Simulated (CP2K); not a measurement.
Ru:

```
CELL_PARAMETERS angstrom
2.70580 0.00000 0.00000
-1.35290 2.34329 0.00000
0.00000 0.00000 4.28190
ATOMIC_POSITIONS crystal
Ru 0.66667 0.33333 0.75000
Ru 0.33333 0.66667 0.25000
```

Base run:

* Program: CP2K 2026.2
* Functional: AM05
* Potentials or basis: POTENTIAL_UZH Ru GTH-PBE-q16; TZVP-MOLOPT-PBE-GTH basis
* Density cutoff: 9184 eV
* k mesh: 11 × 11 × 6
* Occupations: fermi-dirac, width 0.05 eV
* Spin: no spin polarisation

Its results: band gap on the k mesh none (metal or under the smearing width); pressure -4.8 GPa.

Task: The run is repeated on the same cell with these changes: functional from AM05 to PBEsol. What comes out?

Result: Band gap on the k mesh none (metal or under the smearing width); pressure -2.8 GPa.

Caveats: the potentials were made for another functional, which shifts forces and pressure; the basis of atomic orbitals isn't converged, which shifts pressures, moduli and gaps.
